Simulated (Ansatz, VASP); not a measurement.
**One calculation of Zn, two programs**

Contents of INCAR:

```
SYSTEM = Zn
PREC = Accurate
ENCUT = 520
EDIFF = 1E-6
ISMEAR = 0
SIGMA = 1.0
LREAL = .False.
LASPH = .True.
NELM = 60
ALGO = Normal
ISIF = 2
LWAVE = .False.
LCHARG = .False.
GGA = PE
NBANDS = 19
```

KPOINTS

```
Automatic mesh
0
Gamma
  14 14 7
  0 0 0
```

Contents of POSCAR:

```
Zn
1.0
    2.6556370042      0.0000000000      0.0000000000
   -1.3278185021      2.2998491089      0.0000000000
    0.0000000000      0.0000000000      4.9624616040
Zn
2
Direct
    0.3333333333      0.6666666667      0.2500000000
    0.6666666667      0.3333333333      0.7500000000
```

Input for Ansatz:

```yaml
crystal:
  lattice:
    - [2.6556370042, 0.0, 0.0]
    - [-1.3278185021, 2.2998491089, 0.0]
    - [0.0, 0.0, 4.962461604]
  atoms:
    - { symbol: Zn, position: [0.3333333333, 0.6666666667, 0.25] }
    - { symbol: Zn, position: [0.6666666667, 0.3333333333, 0.75] }
hamiltonian:
  xc: pbe
  pseudopotentials:
    kind: paw
    azcp:
      Zn: "pseudopotentials/Zn.paw.azcp"
basis:
  ecutwfc: 420
  fft_grid_basis: typed
kpoints:
  mp_grid: { grid: [14, 14, 7], shift: [0, 0, 0] }
magnetization:
  spin_polarized: false
scf:
  occupations: { method: gaussian, width: 1.0 }
  lower_state_search: "off"
output:
  stress: true
  write_density: true
  write_potential: true
  elf: true
  volumetric_format: npy
```

Alike in both runs: task single point; functional PBE; k mesh 14 × 14 × 7; occupations gaussian, width 1 eV; no spin polarisation.

|  | VASP | Ansatz |
| --- | --- | --- |
| version | VASP 6.6.1 | Ansatz 0.2.0 |
| potentials or method | VASP PAW PBE potentials, release 64 (Zn) | plane waves (420 eV) with PAW, scalar-relativistic |
| plane-wave cutoff (eV) | 520 | 420 |
| valence electrons in the cell | 24 | 24 |

```csv
,VASP,Ansatz,Ansatz less VASP
pressure (GPa),1.4,1.0,-0.35
largest component of the traceless stress (GPa),0.47,0.32,-0.153
```

The functional is the same, so the differences come from potentials, cutoffs and numerics.
